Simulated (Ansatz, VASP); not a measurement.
# Sb: VASP beside Ansatz

INCAR

```
SYSTEM = Sb
PREC     = Accurate       ! precision mode
ENCUT    = 520            ! plane-wave cutoff, eV
EDIFF    = 1E-6           ! SCF threshold, eV
ISMEAR   = -1             ! smearing method
SIGMA    = 0.05           ! smearing width, eV
LREAL    = .FALSE.        ! projectors in reciprocal space
LASPH    = .TRUE.         ! aspherical terms in the spheres
NELM     = 100            ! most SCF steps
ALGO     = Normal         ! electronic algorithm
ISIF     = 2              ! what is computed and relaxed
LWAVE    = .FALSE.        ! write WAVECAR
LCHARG   = .TRUE.         ! write CHGCAR
GGA      = PS             ! functional
LELF     = .TRUE.         ! ELF
LVHAR    = .TRUE.       
NBANDS   = 12             ! bands
```

Contents of KPOINTS:

```
Automatic mesh
0
G
  9 9 5
  0 0 0
```

The input POSCAR:

```
Sb
1.0
    0.0000000000     -2.3712425200     -2.3712425200
   -2.3712425200      0.0000000000     -2.3712425200
    2.3712425200      2.3712425200     -4.7424850400
Sb
2
Direct
    0.4898204400      0.4577360300      0.5601456900
    0.0101795600      0.0422639700      0.9398543100
```

Contents of input.yaml:

```yaml
crystal:
  lattice:
    - [0.0, -2.37124252, -2.37124252]
    - [-2.37124252, 0.0, -2.37124252]
    - [2.37124252, 2.37124252, -4.74248504]
  atoms:
    - { symbol: Sb, position: [0.48982044, 0.45773603, 0.56014569] }
    - { symbol: Sb, position: [0.01017956, 0.04226397, 0.93985431] }
hamiltonian:
  xc: pbesol
  pseudopotentials: { kind: paw }
kpoints:
  mp_grid: { grid: [9, 9, 5] }
  band_path:
    path:
      - [[0.0, 0.0, 0.0], [0.0, -0.5, 0.0], [0.375, -0.3125, 0.1875]]
      - [[0.3125, -0.3125, 0.5], [0.0, 0.0, 0.5], [0.0, 0.0, 0.0], [0.34375, -0.34375, 0.0]]
      - [[0.34375, -0.3125, 0.34375], [0.5, 0.0, 0.5], [0.46875, 0.0, 0.65625], [0.0, 0.0, 0.5]]
      - [[0.0, -0.5, 0.0], [0.0, -0.46875, 0.34375]]
    npoints: 14
scf:
  occupations: { method: fermi_dirac, width: 0.05 }
  n_extra_bands: 6
output:
  forces: true
  stress: true
  eigenvalues: true
  fatbands: false
  write_density: true
  write_potential: true
  elf: true
  volumetric_format: npy
```

Alike in both runs: functional PBEsol; k mesh 9 × 9 × 5; occupations fermi-dirac, width 0.05 eV; no spin polarisation.

|  | VASP | Ansatz |
| --- | --- | --- |
| version | VASP 6.6.1 | Ansatz 0.2.0 |
| potentials or method | VASP PAW PBE potentials, release 64 (Sb) | Ansatz PAW |
| plane-wave cutoff (eV) | 520 | 420 |
| valence electrons in the cell | 10 | 30 |
| task | single point | band structure |

VASP gave:

* gap on the k mesh at the Fermi level (eV): none
* pressure (GPa): 10.1
* largest component of the traceless stress (GPa): 1.86
* rms of the force components (eV/Å): 1.072

Question: Estimate Ansatz's values.

Answer: gap on the k mesh at the Fermi level (eV): none; pressure (GPa): 9.7; largest component of the traceless stress (GPa): 1.87; rms of the force components (eV/Å): 1.015.

Atom by atom the forces differ by 0.057 eV/Å (rms over components). A gap of «none» marks a metal or a gap that the smearing closes. The two sets of potentials don't hold the same shells in valence.

Caveats: the PAW data sets were made with another functional, which shifts forces and pressure a little (VASP); spin-orbit coupling is left out, which moves the levels of the heavy elements (Ansatz); the PAW data sets come from PBE, with cores solved anew for the run's functional, which leaves a small shift of forces and pressure (Ansatz); forces of over 1 eV/Å show positions far from the minimum, so gaps and moduli don't describe the material at rest (Ansatz). Spin-orbit coupling is left out, which matters for the levels of Sb.
